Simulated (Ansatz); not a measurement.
Wanted: an ASE script for an Ansatz 0.2.0 run.

- Task: band structure
- Functional: BPBE
- Dispersion: D3(BJ)+ATM
- Potentials or basis: Ansatz PAW
- Cutoff: 420 eV
- Density cutoff: 1680 eV
- k mesh: 9 × 9 × 5
- Occupations: fermi-dirac, width 0.05 eV
- Spin: non-collinear spin, ferrimagnetic start
- Starting moments: [[0.354, 0.354, 0.0], [-0.177, -0.177, -0.0], [0.0, 0.0, 0.0], [0.0, 0.0, 0.0]] μB
- Driver: chain
- Path: [["G", "M", "K", "G", "A", "L", "H", "A"], ["L", "M"], ["K", "H"]]
- Points for each segment of the path: 14

The structure of BN lies in BN.xyz:

```xyz
4
Lattice="2.5539396017 0.0000000000 0.0000000000 -1.2769698009 2.2117765748 0.0000000000 0.0000000000 0.0000000000 4.2268550000" Properties=species:S:1:pos:R:3 pbc="T T T"
N     -0.0161792074      1.5037647754      0.5013895401
N      1.2820572485      0.7209241510      2.6736041394
B     -0.0014634074      1.4490011874      2.0978092708
B      1.2846878063      0.7395915453      4.1960792687
```

The cell comes from a database or a generator and needn't be the stable form of this composition.

The cell isn't the ideal one: atoms moved at random, drawn with an rms of 0.05 Å.

These files were run (other wordings do the same):

run.py

```python
import json

import ase.io
import numpy as np

import ansatz as az

atoms = ase.io.read("BN.xyz")
atoms.set_initial_magnetic_moments([[0.354, 0.354, 0.0], [-0.177, -0.177, -0.0], [0.0, 0.0, 0.0], [0.0, 0.0, 0.0]])

calculation = (
    az.Crystal.from_ase(atoms)
    .calculation()
    .kpoints(9, 9, 5)
    .functional(exchange="b88", correlation="pbe", dispersion="d3bjatm")
    .pseudopotentials(kind="paw")
    .spin("noncollinear", soc=False)
    .scf(extra_bands=10)
    .occupations(method="fermi_dirac", width=0.05)
    .band_structure(path=(((0.0, 0.0, 0.0), (0.5, 0.0, 0.0), (0.3333333333, 0.3333333333, 0.0), (0.0, 0.0, 0.0),
        (0.0, 0.0, 0.5), (0.5, 0.0, 0.5), (0.3333333333, 0.3333333333, 0.5), (0.0, 0.0, 0.5)), ((0.5, 0.0, 0.5),
        (0.5, 0.0, 0.0)), ((0.3333333333, 0.3333333333, 0.0), (0.3333333333, 0.3333333333, 0.5))), intervals=14)
    .fat_bands()
    .forces()
    .stress()
    .band_table(publish=True)
)
outcome = calculation.run(threads=2, events_out="events.jsonl")

report = outcome.report
for line in open("events.jsonl"):
    event = json.loads(line)
    if event["event"] == "scf_iter":
        d = event["data"]
        print(f"SCF {d['iter']:3d}  HF = {d['harris_foulkes_ev']:.6f} eV  dr2 = {d['dr2_ev']:.2e} eV")
    elif event["event"] in ("relax_step", "md_step"):
        d = event["data"]
        print(f"{event['event']} {d['step']:3d}  E = {d['lagrangian_ev']:.6f} eV")
np.set_printoptions(precision=5, suppress=True, linewidth=110)
print("converged:", report["converged"], "after", report["n_iterations"], "iterations")
print(f"free energy {report['free_energy_ev']:.6f} eV, Fermi level {report['fermi_energy_ev']:.4f} eV")
for key in ("band_edges_ev", "magnetization_mub", "site_moments_mub", "site_moments_nc_mub", "forces_ev_ang",
                "stress_gpa"):
    if report.get(key) is not None:
        print(key, np.array(report[key]), sep="\n")
```

Potentials or basis: Ansatz PAW.

The run is started by

```console
$ python run.py
```

Results of the run:

The pressure is -8.9 GPa and the largest force is 2.156 eV/Å. The band gap on the k mesh is 4.74 eV, indirect (least direct gap 8.00 eV), the band gap along the path is 4.74 eV, indirect (least direct gap 8.01 eV) and the net moment is 0.00 μB per cell. The absolute moment is 0.00 μB per cell.

Caveat: the potentials were made for another functional, which shifts forces and pressure; the pressure holds a Pulay correction of +1.1 GPa for the finite cutoff; the dispersion damping was fitted for another functional or another form of the correction; the starting moments weren't kept.

Run time: 14 s on 2 threads of Intel(R) Xeon(R) 6975P-C (Granite Rapids), on a shared host, peak memory 0.7 GiB.
